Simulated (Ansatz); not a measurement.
# AlNi (C2/m) in Ansatz: notebook, part 2 of 2

Ansatz 0.2.0. The steps go on from the part before.

### 9 Equation of state, r2SCAN, collinear spin, ferromagnetic start

Potentials or basis: Ansatz PAW.

No new run: the results of the series are fitted here.

What came out:

```
Equilibrium volume                        : 12.22 Å³/atom
Bulk modulus at fixed shape and positions : 160 GPa
Pressure derivative of the bulk modulus   : 4.4
```

Energy against volume, from the lowest point:
```
volume (Å³/atom)  energy (meV/atom)
          11.705              11.71
          11.954               3.01
          12.203               0.00
          12.452               2.11
          12.702               8.80
          12.951              19.61
          13.200              34.10
```

Caveat: the magnetic or orbital state may not be the lowest; the cell was scaled at fixed shape and fractional positions, which overstates the stiffness of a crystal with free parameters, most of all of layers and chains; the PAW data sets were made with another functional, which shifts forces and pressure a little.

### 10 Phonons, PBE, collinear spin, ferromagnetic start

input.yaml

```yaml
crystal:
  lattice:
    - [2.300681, -1.39468, 0.0]
    - [2.300681, 1.39468, 0.0]
    - [-1.356451, 0.0, 3.880838]
  atoms:
    - { symbol: Ni, position: [0.5, 0.5, 0.5], spin: 1.0 }
    - { symbol: Al, position: [0.0, 0.0, 0.0] }
hamiltonian:
  xc: pbe
  pseudopotentials: { kind: paw }
magnetization:
  spin_polarized: true
kpoints:
  mp_grid: { grid: [10, 10, 6] }
scf:
  occupations: { method: fermi_dirac, width: 0.05 }
phonons:
  method: dfpt
  qmesh: [2, 2, 2]
  temperatures: { t_max: 1000, t_step: 100 }
  qpath:
    path:
      - [[0.0, 0.0, 0.0], [0.5, 0.5, -1.0], [0.3982815906, 0.3982815906, -1.1452348074], [0.5, 0.5, -0.5], [0.6849786978, 0.3150213022, -0.5]]
      - [[0.3150213022, -0.3150213022, 0.5], [0.0, 0.0, 0.5], [0.6017184094, 0.6017184094, 0.1452348074]]
      - [[0.5, 0.5, -1.0], [0.5939004838, 0.4060995162, -1.0]]
      - [[0.4060995162, -0.4060995162, 0.0], [0.0, 0.0, 0.0], [0.5, 0.0, -0.5]]
      - [[0.5, 0.0, 0.0], [0.0, 0.0, 0.0]]
    npoints: 8
```

Potentials or basis: Ansatz PAW.

Started as:

```sh
> ansatz run input.yaml --threads 2 --pin off --max-ram 5632MiB --backend cpu --events-out ev --progress --plain --runs-dir out
```

What it wrote:

```text
Warning: RAYON_NUM_THREADS=2 ignored (pool sized by the plan → 2); use --threads N
Engine: ansatz 0.2.0, x86_64-unknown-linux-gnu
Pseudopotentials: kind: paw
Pseudopotential: Ni, paw, valence charge 18, recommended cutoff 420 eV (normal), Ni.paw.azcp
Pseudopotential: Al, paw, valence charge 3, recommended cutoff 420 eV (normal), Al.paw.azcp
Functional definition: PBE
  parameter kappa = 0.804
  parameter beta = 0.06672455060314922
  exchange = pbe_x(kappa = kappa, mu = beta*pi^2/3)
  correlation = pbe_c(beta = beta)
Crystal: 2 atoms, lattice volume = 24.905 Å³
Basis set: ecut = 420 eV, 495 PW (Γ), exchange–correlation on 36×36×60 points (8 copies of the dense FFT grid, shifted against one another)
Bands: 15, of which v1, the nominal top of the filled ones, is band 11 counted from 1 (10 counted from 0)
Symmetry: 4 space group operations
Space group: C2/m (ITA 12), of the structure as read, at distance tolerance 2.9e-5 Å
Magnetic group: BNS 12.58 (UNI 65), of the structure as read, at distance tolerance 2.9e-5 Å
k-points: 172 of 600
[... 66 lines left out ...]
--- Band table (eV; the first three rows and the last of 344) ---
  k-point 0 ↑: bands = ["-89.9553", "-50.5419", "-50.2456", "-50.2286", "2.2673", "9.5239", "11.2863", "11.4282", "11.5874", "11.7811", "11.9055", "15.8599", "26.6545", "27.0421", "27.9871"]
  k-point 1 ↑: bands = ["-89.9553", "-50.5420", "-50.2456", "-50.2286", "2.5352", "8.7042", "11.0079", "11.2860", "11.5872", "11.7937", "11.9195", "17.4851", "26.2571", "27.4129", "27.6257"]
  k-point 2 ↑: bands = ["-89.9552", "-50.5422", "-50.2456", "-50.2286", "3.2862", "6.9487", "10.7940", "11.2849", "11.5851", "11.8199", "11.9479", "20.5480", "25.8181", "27.1463", "27.7849"]
  k-point 171 ↓: bands = ["-89.9477", "-50.5335", "-50.2972", "-50.2654", "8.0738", "9.6818", "9.8925", "10.8367", "11.3387", "12.7237", "13.6644", "15.5217", "18.4411", "21.5481", "22.3867"]
--- Phonons (Γ-DFPT): 6 representative perturbations + reference (Σ response iterations 18) ---
  ASR residual: 1.153e-4 → 0.000e0 eV/Å²; symmetrization residual: 2.523e-6 eV/Å²
  ASR residual per site (eV/Å²): 1.15e-4 3.46e-5
  Γ frequencies (cm⁻¹): 0.00 0.00 0.00 170.99 213.89 348.73
--- Phonons (arbitrary-q DFPT): 6 irreducible q on the 2×2×2 mesh ---
  q = [0.0000, 0.0000, 0.0000] (star 1, of the zone-centre solve; hermiticity 6.11e-7, symmetrization 2.88e-14): -0.00 -0.00 -0.00 170.99 213.89 348.73
  q = [0.0000, 0.0000, -0.5000] (star 1, 6 solved perturbations on 172 of 600 k-point pairs; hermiticity 5.82e-8, symmetrization 3.49e-13): 83.74 118.14 152.69 189.13 214.45 334.41
  q = [0.0000, -0.5000, 0.0000] (star 2, 6 solved perturbations on 304 of 600 k-point pairs; hermiticity 4.69e-7, symmetrization 1.61e-12): 132.23 182.74 206.13 241.35 291.75 393.02
  q = [0.0000, -0.5000, -0.5000] (star 2, 6 solved perturbations on 304 of 600 k-point pairs; hermiticity 2.91e-7, symmetrization 5.92e-15): 92.14 138.78 187.72 253.35 313.51 401.00
  q = [-0.5000, -0.5000, 0.0000] (star 1, 6 solved perturbations on 172 of 600 k-point pairs; hermiticity 1.88e-7, symmetrization 1.54e-13): 81.42 153.38 199.96 288.02 312.46 413.77
  q = [-0.5000, -0.5000, -0.5000] (star 1, 6 solved perturbations on 172 of 600 k-point pairs; hermiticity 1.64e-7, symmetrization 1.60e-12): 159.66 185.67 211.61 286.05 286.32 408.68
  sum rule: each row above includes the acoustic sum rule's correction from the zone centre's row sums; it moved no ω² by more than (0.82 cm⁻¹)²
  mesh force constants: q→R imaginary residual 1.51e-17; ASR residual 1.153e-4 → 0.000e0 eV/Å²; symmetrization residual 3.914e-15 eV/Å²
  interpolated dispersion: 85 rows × 6 modes
  density of states and harmonic sums: on the 26×26×16 q-mesh, interpolated from the force constants of a 2×2×2 supercell (no non-analytic term)
  largest difference from the sums on the solved wave vectors: F 5.54e-2 eV, S 8.77e-5 and C_V 3.23e-5 eV/K
  zero-point energy: 0.084012 eV/cell   skipped modes (ω ≤ 0): 3   left out of the sums: 4.62e-5 of the cell's modes: C_V's classical limit lies that fraction below 3 k_B per atom; for a crystal, a wire or a layer, F and S can be off by more, and a phonons.interpolated_qmesh denser along its periods is the remedy for the sampling
```

phbands.tsv:

```text
# q_distance	omega_0_inv_cm	omega_1_inv_cm	omega_2_inv_cm	omega_3_inv_cm	omega_4_inv_cm	omega_5_inv_cm	omega_0_thz	omega_1_thz	omega_2_thz	omega_3_thz	omega_4_thz	omega_5_thz
# format = ansatz-phbands/1
[... 88 lines left out ...]
11.641194	99.785959	117.331024	155.122225	213.579609	304.247410	328.528494	2.991508	3.517496	4.650447	6.402956	9.121108	9.849036
11.808508	80.420421	89.962974	128.147436	201.505270	268.012364	336.521093	2.410944	2.697022	3.841763	6.040976	8.034809	10.088649
11.975821	56.563931	60.899603	93.597034	188.501547	236.931901	343.159253	1.695744	1.825724	2.805968	5.651134	7.103040	10.287656
12.143135	29.217672	30.738111	50.014072	176.260070	219.106395	347.316283	0.875924	0.921505	1.499384	5.284144	6.568644	10.412280
12.310448	0.000000	0.000000	0.000000	170.989595	213.892122	348.725779	0.000000	0.000000	0.000000	5.126139	6.412324	10.454536
```

Run time: 4.4 min. Hardware: 2 threads of Intel Xeon at 2.70GHz, shared host; peak memory 0.98 GiB.

Results:

```yaml
Free_energy: -6378.0405 eV
Band_gap_on_the_k_mesh: none (metal or under the smearing width)
Net_moment: 0.00 μB per cell
Absolute_moment: 0.00 μB per cell
Highest_phonon_frequency: 414 cm⁻¹
```

Phonon frequencies in cm⁻¹ (negative: imaginary):
| q point | frequencies |
| --- | --- |
| (0.000, 0.000, 0.000) | 0 0 0 171 214 349 |
| (0.000, 0.000, -0.500) | 84 118 153 189 214 334 |
| (0.000, -0.500, 0.000) | 132 183 206 241 292 393 |
| (0.000, -0.500, -0.500) | 92 139 188 253 314 401 |
| (-0.500, -0.500, 0.000) | 81 153 200 288 312 414 |
| (-0.500, -0.500, -0.500) | 160 186 212 286 286 409 |

Caveat: the q mesh is small, so phonon branches between its points and thermal values are rough.
